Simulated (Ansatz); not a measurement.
# Cd2HgSe3: the cost of one run

Method: DFT PBE, scalar-relativistic, plane waves, PAW, in Ansatz 0.2.0.

1 further run of the same task is left out (it didn't finish).

### 1 The starting structure

Symmetry: P3m1, No. 156, trigonal system. The conventional cell has a = 4.223 Å, b = 4.223 Å, c = 10.345 Å, α = 90.00°, β = 90.00°, γ = 120.00°. Cd (site symmetry 3m) has 4 Se at 2.59 Å as nearest neighbours. Hg (site symmetry 3m) has 4 Se at 2.59 Å as nearest neighbours. Se (site symmetry 3m) is surrounded by 4 Cd at 2.59 Å. Se (site symmetry 3m) has 3 Cd at 2.59 Å and 1 Hg at 2.59 Å as nearest neighbours. Se (site symmetry 3m) has 3 Hg at 2.59 Å and 1 Cd at 2.59 Å as nearest neighbours.

Coordinates:

```
CELL_PARAMETERS angstrom
4.22337 0.00000 0.00000
-2.11169 3.65755 0.00000
0.00000 0.00000 10.34511
ATOMIC_POSITIONS crystal
Cd 0.00000 0.00000 0.00000
Cd 0.66667 0.33333 0.33333
Hg 0.33333 0.66667 0.66667
Se 0.66667 0.33333 0.08333
Se 0.33333 0.66667 0.41667
Se 0.00000 0.00000 0.75000
```

The start is an ordering of an alloy on its end members' structure types: elements ordered on the sites of the HgSe type, Cd/Hg on Hg (P3m1, No. 156).

### 2 The guess as it stands, on a coarse mesh

input.yaml

```yaml
crystal:
  lattice:
    - [4.22337225, 0.0, 0.0]
    - [-2.11168613, 3.65754766, 0.0]
    - [0.0, 0.0, 10.34510702]
  atoms:
    - { symbol: Cd, position: [0.0, 0.0, 0.0] }
    - { symbol: Cd, position: [0.66666667, 0.33333333, 0.33333333] }
    - { symbol: Hg, position: [0.33333333, 0.66666667, 0.66666667] }
    - { symbol: Se, position: [0.66666667, 0.33333333, 0.08333333] }
    - { symbol: Se, position: [0.33333333, 0.66666667, 0.41666667] }
    - { symbol: Se, position: [0.0, 0.0, 0.75] }
basis:
  ecutwfc: 420
kpoints:
  mp_grid: { grid: [6, 6, 2] }
hamiltonian:
  xc: pbe
scf:
  occupations: { method: gaussian, width: 0.1 }
  lower_state_search: "off"
output:
  forces: true
  stress: true
  eigenvalues: true
```

Started as:

```console
$ ansatz run input.yaml --threads 1 --pin off --max-ram 2560MiB --backend cpu --events-out ev --progress --plain --runs-dir out
```

What time and memory should one allow on 1 thread of Intel Xeon at 2.70GHz, shared host?

About 9.9 s, with a peak of 0.47 GiB.
